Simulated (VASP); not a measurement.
# CaSe (Fm-3m) in VASP: a series of runs

One crystal, CaSe, is run at these levels: r2SCAN; tasks: single point.

Program: VASP 6.6.1. These are calculated values, not measurements. Logs are shortened: lines on timing, memory, paths and dates and some standing lists are left out, and cuts for length are marked.

### 1 The structure

It takes space group Fm-3m (No. 225, cubic). The conventional cell has a = 5.912 Å, b = 5.912 Å, c = 5.912 Å, α = 90.00°, β = 90.00°, γ = 90.00°. Se (site symmetry m-3m) is surrounded by 6 Ca at 2.96 Å. Around Ca (site symmetry m-3m) lie 6 Se at 2.96 Å.

### 2 Single point, r2SCAN

INCAR

```
ADDGRID = F ; ALGO = Normal
EDIFF = 1E-6 ; ENCUT = 550
ISIF = 2 ; ISMEAR = 0
LASPH = T ; LCHARG = F
LMIXTAU = T ; LREAL = F
LWAVE = F ; METAGGA = R2SCAN
NBANDS = 15 ; NELM = 100
PREC = Accurate ; SIGMA = 0.05
```

KPOINTS

```
k-points
0
Gamma
  7 7 7
```

POSCAR

```
CaSe
1.0
    0.0000000000      2.9560000000      2.9560000000
    2.9560000000      0.0000000000      2.9560000000
    2.9560000000      2.9560000000      0.0000000000
Se Ca
1 1
Direct
    0.5137070000      0.4880300000      0.5023060000
    0.0084580000     -0.0027510000     -0.0091450000
```

Potentials or basis: VASP PAW PBE potentials, release 64 (Se, Ca_sv).

On the command line:

```console
$ cat potpaw_PBE.64/Se/POTCAR potpaw_PBE.64/Ca_sv/POTCAR > POTCAR
$ mpirun -np 1 vasp_std > vasp.out
```

OUTCAR:

```text
EDIFF = 1E-6
   ENCUT = 550
   ISIF = 2
   ISMEAR = 0
   LASPH = T
   LREAL = F
   METAGGA = R2SCAN
   NELM = 100
   PREC = Accurate

 Found    172 irreducible k-points:

 Following reciprocal coordinates:
            Coordinates               Weight
  0.000000  0.000000  0.000000      1.000000
  0.142857  0.000000  0.000000      2.000000
  0.000000  0.142857  0.000000      2.000000
  0.000000  0.000000  0.142857      2.000000
  0.142857  0.142857  0.142857      2.000000
  0.285714  0.000000  0.000000      2.000000
   k-points           NKPTS =    172   k-points in BZ     NKDIM =    172   number of bands    NBANDS=     15
   number of dos      NEDOS =    301   number of ions     NIONS =      2
   total plane-waves  NPLWV =  32768
   dimension x,y,z NGX =    32 NGY =   32 NGZ =   32
   dimension x,y,z NGXF=    64 NGYF=   64 NGZF=   64
   ions per type =               1   1
   NGX,Y,Z   is equivalent  to a cutoff of  12.73, 12.73, 12.73 a.u.
   NGXF,Y,Z  is equivalent  to a cutoff of  25.45, 25.45, 25.45 a.u.
 SYSTEM =  unknown system
   PREC   = accura    normal or accurate (medium, high low for compatibility)
   ISTART =      0    job   : 0-new  1-cont  2-samecut
   ICHARG =      2    charge: 1-file 2-atom 10-const
   ISPIN  =      1    spin polarized calculation?
   LNONCOLLINEAR =      F non collinear calculations
   LSORBIT =      F    spin-orbit coupling
   LASPH  =      T    aspherical Exc in radial PAW
   ENCUT  =  550.0 eV  40.42 Ry    6.36 a.u.   7.99  7.99  7.99*2*pi/ulx,y,z
   NELM   =    100;   NELMIN=  2; NELMDL= -5     # of ELM steps
   EDIFF  = 0.1E-05   stopping-criterion for ELM
   LREAL  =      F    real-space projection
   EDIFFG = 0.1E-04   stopping-criterion for IOM
   NSW    =      0    number of steps for IOM
   IBRION =     -1    ionic relax: 0-MD 1-quasi-New 2-CG
   NFREE  =      0    steps in history (QN), initial steepest desc. (CG)
   ISIF   =      2    stress and relaxation
   ISYM   =      2    0-nonsym 1-usesym 2-fastsym
   POTIM  = 0.5000    time-step for ionic-motion
   TEBEG  =    0.0;   TEEND  =   0.0 temperature during run
   PSTRESS=    0.0 pullay stress
   NELECT =      16.0000    total number of electrons
   NUPDOWN=      -1.0000    fix difference up-down
   EMIN   =  10.00;   EMAX   =-10.00  energy-range for DOS
   EFERMI =   0.00;   METHOD = LEGACY
   ISMEAR =     0;   SIGMA  =   0.05  broadening in eV -4-tet -1-fermi 0-gaus
   EFERMI_NEDOS =   21; number of points for ismear=-14 and -15
   IALGO  =     38    algorithm
   IMIX   =      4    mixing-type and parameters
     AMIX     =   0.40;   BMIX     =  1.00
     AMIX_MAG =   1.60;   BMIX_MAG =  1.00
  volume/ion in A,a.u.               =      25.83       174.30
  Fermi-wavevector in a.u.,A,eV,Ry     =   1.107645  2.093145 16.692666  1.226876
  Thomas-Fermi vector in A             =   2.244161
   LORBIT       =      0    0 simple, 1 ext, 2 COOP (PROOUT), +10 PAW based schemes
   METAGGA = R2SCAN    functional components
   LHFCALC =     F    Hartree Fock is set to
   AEXX    =    0.0000 exact exchange contribution
   IVDW    =     0    specifies the selected vdW correction
   LEPSILON=     F    determine dielectric tensor
   LRPA    =     F    only Hartree local field effects (RPA)
 non-spin polarized calculation
 Gauss-broadening in eV      SIGMA  =   0.05
  energy-cutoff  :      550.00
  volume of cell :       51.66
 maximum number of plane-waves:      1532
   NGX = 15   NGY = 15   NGZ = 15

 number of electron      16.0000000 magnetization

 Free energy of the ion-electron system (eV)
  ---------------------------------------------------
  ext. energy  EPLUGINS =         0.00000000
  ---------------------------------------------------
  free energy    TOTEN  =       -25.97281236 eV

  energy without entropy =      -25.97281236  energy(sigma->0) =      -25.97281236

 E-fermi :   2.4074     XC(G=0):  -9.5872

 val. band max:        2.1913381574   @ k =   0.0000   0.0000   0.0000
 cond. band min:       4.7495811069   @ k =   0.4286   0.0000   0.4286
 fundamental gap:      2.5582429495
 Fermi energy:         2.4073989880

 k-point     1 :       0.0000    0.0000    0.0000
  band No.  band energies     occupation
      1     -39.0943      2.00000
      2     -19.2068      2.00000
      3     -19.2062      2.00000
      4     -19.2062      2.00000
      5     -10.0044      2.00000
      6       2.1894      2.00000
      7       2.1912      2.00000
      8       2.1913      2.00000
      9       6.3424      0.00000
     10       6.4227      0.00000
     11       6.4280      0.00000
     12       6.4296      0.00000
     13       7.0236      0.00000
     14       7.0336      0.00000
     15      12.6701      0.00000

 k-point     2 :       0.1429    0.0000    0.0000
  band No.  band energies     occupation
      1     -39.0930      2.00000
      2     -19.2291      2.00000
      3     -19.2080      2.00000
      4     -19.2075      2.00000
      5      -9.8797      2.00000
      6       1.2892      2.00000
      7       1.8990      2.00000
      8       1.9016      2.00000
      9       6.3971      0.00000
     10       6.7023      0.00000
     11       6.7031      0.00000
     12       7.4099      0.00000
     13       7.5577      0.00000
     14       7.5896      0.00000
     15      12.7929      0.00000

 k-point     3 :       0.0000    0.1429    0.0000
  band No.  band energies     occupation
      1     -39.0930      2.00000
      2     -19.2292      2.00000
      3     -19.2079      2.00000
      4     -19.2076      2.00000
      5      -9.8797      2.00000
      6       1.2900      2.00000
      7       1.8984      2.00000
      8       1.9005      2.00000
      9       6.3990      0.00000
     10       6.7016      0.00000
     11       6.7043      0.00000
     12       7.4167      0.00000
     13       7.5574      0.00000
     14       7.5818      0.00000
     15      12.7910      0.00000

 k-point     4 :       0.0000    0.0000    0.1429
  band No.  band energies     occupation
      1     -39.0930      2.00000
      2     -19.2292      2.00000
      3     -19.2079      2.00000
      4     -19.2075      2.00000
      5      -9.8797      2.00000
      6       1.2906      2.00000
      7       1.8985      2.00000
      8       1.8990      2.00000
      9       6.4006      0.00000
     10       6.7021      0.00000
     11       6.7043      0.00000
     12       7.4228      0.00000
     13       7.5563      0.00000
     14       7.5757      0.00000
     15      12.7894      0.00000

 k-point     5 :       0.1429    0.1429    0.1429
  band No.  band energies     occupation
      1     -39.0930      2.00000
      2     -19.2291      2.00000
      3     -19.2080      2.00000
      4     -19.2076      2.00000
      5      -9.8797      2.00000
      6       1.2896      2.00000
      7       1.8987      2.00000
      8       1.9011      2.00000
      9       6.3980      0.00000
     10       6.7017      0.00000
     11       6.7040      0.00000
     12       7.4132      0.00000
     13       7.5576      0.00000
     14       7.5857      0.00000
     15      12.7919      0.00000

 k-point     6 :       0.2857    0.0000    0.0000
  band No.  band energies     occupation
      1     -39.0902      2.00000
      2     -19.2792      2.00000
      3     -19.2110      2.00000
      4     -19.2106      2.00000
      5      -9.5810      2.00000
      6      -0.0948      2.00000
      7       1.3812      2.00000
      8       1.3830      2.00000
      9       6.5743      0.00000
     10       7.3766      0.00000
     11       7.3777      0.00000
     12       8.7918      0.00000
     13       8.7945      0.00000
     14       8.9119      0.00000
     15      12.2949      0.00000

 [... further k-points ...]
[... 5 lines left out ...]
  --------------------------------------------------------------------------------------
  -------------------------------------------------------------------------------------
  Total        0.2642951      0.3198657      0.2664871     -0.0018333      0.0029973      0.0001811
  in kB        8.1970286      9.9205335      8.2650117     -0.0568598      0.0929613      0.0056180
  external PRESSURE =       8.7941912 kB  Pullay stress =       0.0000000 kB

 VOLUME and BASIS-vectors are now :
 -----------------------------------------------------------------------------
  energy-cutoff  :      550.00
  volume of cell :       51.66
      direct lattice vectors                 reciprocal lattice vectors
     0.000000000  2.956000000  2.956000000    -0.169147497  0.169147497  0.169147497
     2.956000000  0.000000000  2.956000000     0.169147497 -0.169147497  0.169147497
     2.956000000  2.956000000  0.000000000     0.169147497  0.169147497 -0.169147497

 POSITION                                       TOTAL-FORCE (eV/Angst)
 -----------------------------------------------------------------------------------
      2.92743      3.00333      2.96113        -0.022597     -0.170407      0.039888
      5.87684      2.95397      2.97287         0.022597      0.170407     -0.039888
 -----------------------------------------------------------------------------------
    total drift:                                0.001159      0.000913      0.001174

  FREE ENERGIE OF THE ION-ELECTRON SYSTEM (eV)
  ---------------------------------------------------
  free  energy   TOTEN  =       -25.9728123640 eV

  energy  without entropy=      -25.9728123640  energy(sigma->0) =      -25.97281236
```

Run time: 4.3 min. Hardware: 1 thread of Intel Xeon Platinum 8488C (Sapphire Rapids), shared host; peak memory 0.29 GiB.

These settings aren't checked as converged: the numbers below hold their error.

What came out:

* Free energy: -25.9728 eV
* Pressure: 0.9 GPa
* Largest force: 0.176 eV/Å
* Band gap on the k mesh: 2.56 eV, indirect (least direct gap 3.48 eV)

Caveat: the PAW data sets were made with another functional, which shifts forces and pressure a little; an odd mesh through Γ misses points on the zone boundary, where band edges often lie.

### 3 Single point, r2SCAN

Changes to INCAR since step 2:

```diff
@@ -7,2 +7,2 @@
 NBANDS = 15 ; NELM = 100
-PREC = Accurate ; SIGMA = 0.05
+PREC = Low ; SIGMA = 0.05
```

KPOINTS is that of step 2.

POSCAR

```
CaSe
1.0
    0.0000000000      2.9560000000      2.9560000000
    2.9560000000      0.0000000000      2.9560000000
    2.9560000000      2.9560000000      0.0000000000
Se Ca
1 1
Direct
    0.5000000000      0.5000000000      0.5000000000
    0.0000000000      0.0000000000      0.0000000000
```

Potentials or basis: VASP PAW PBE potentials, release 64 (Se, Ca_sv).

On the command line:

```console
$ cat potpaw_PBE.64/Se/POTCAR potpaw_PBE.64/Ca_sv/POTCAR > POTCAR
$ mpirun -np 1 vasp_std > vasp.out
```

It took 22 s on 1 thread of Intel Xeon Platinum 8488C (Sapphire Rapids), shared host; peak memory 0.12 GiB.

These settings aren't checked as converged: the numbers below hold their error.

What came out:

```yaml
Free_energy: -25.9811 eV
Pressure: 0.8 GPa
Band_gap_on_the_k_mesh: 2.55 eV, indirect (least direct gap 3.48 eV)
```

Caveat: the PAW data sets were made with another functional, which shifts forces and pressure a little; an odd mesh through Γ misses points on the zone boundary, where band edges often lie.

### 4 For comparison

An earlier run on the cell as given: functional PBEsol; potentials or basis VASP PAW PBE potentials, release 64 (Se, Ca_sv); cutoff 520 eV; k mesh 8 × 8 × 8; occupations fermi-dirac, width 0.05 eV; no spin polarisation.

- Pressure: -0.9 GPa
- Band gap on the k mesh: 1.92 eV, indirect (least direct gap 2.87 eV)
